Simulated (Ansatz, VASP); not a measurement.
**Ga in VASP and in Ansatz**

```xyz
2
Lattice="0.0000 2.9396 2.9396 2.9396 0.0000 2.9396 2.9396 2.9396 0.0000" Properties=species:S:1:pos:R:3 pbc="T T T"
Ga   -0.7349   -0.7349   -0.7349
Ga    0.7349    0.7349    0.7349
```

Alike in both runs: functional PBE; k mesh 11 × 11 × 11; occupations fermi-dirac, width 0.05 eV; no spin polarisation.

Ansatz relaxed the structure, and its values are those at the end. VASP's run is a single point on that final structure, the one shown.

```csv
,VASP,Ansatz
version,VASP 6.6.1,Ansatz 0.2.0
potentials or method,"VASP PAW PBE potentials, release 64 (Ga_d)","PAW with Ansatz's default frozen-core files, scalar-relativistic"
plane-wave cutoff (eV),520,420
valence electrons in the cell,26,26
```

```tsv
	VASP	Ansatz	Ansatz less VASP
pressure (GPa)	0.2	0.0	-0.16
```
